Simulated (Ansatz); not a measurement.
MgB2:

```
Mg B
1.0
     3.08500    0.00000    0.00000
    -1.54250    2.67169    0.00000
     0.00000    0.00000    3.52300
Mg B
1 2
Direct
  0.00000 0.00000 0.00000
  0.66667 0.33333 0.50000
  0.33333 0.66667 0.50000
```

* Program: Ansatz 0.2.0
* Task: single point
* Functional: PBEsol
* Potentials or basis: Ansatz PAW
* Cutoff: 420 eV (not typed: the program's choice for these potentials)
* k mesh: 10 × 10 × 8
* Occupations: fermi-dirac, width 0.05 eV
* Spin: no spin polarisation

On this cell: pressure -3.0 GPa; largest force under 0.003 eV/Å; band gap on the k mesh none (metal or under the smearing width).

The same run follows on a disturbed copy (atoms moved at random, drawn with an rms of 0.05 Å):

```
Mg B
1.0
     3.08500    0.00000    0.00000
    -1.54250    2.67169    0.00000
     0.00000    0.00000    3.52300
Mg B
1 2
Direct
  0.01959 0.99359 0.99020
  0.66441 0.32161 0.49171
  0.33637 0.66639 0.50926
```

Q: What changes?

A: The energy (extrapolated to zero smearing) moves by +10.8 meV/atom; pressure -2.7 GPa; largest force 0.734 eV/Å; band gap on the k mesh none (metal or under the smearing width).

Forces on the atoms (eV/Å):
```
Mg  -0.283  0.006  0.235
B    0.135  0.149  0.467
B    0.148 -0.156 -0.702
```

Stress tensor (GPa, compression positive):
```
-3.27 -0.01 -0.30
-0.01 -2.29  0.10
-0.30  0.10 -2.63
```

Caveats: the PAW data sets come from PBE, with cores solved anew for the run's functional, which leaves a small shift of forces and pressure.
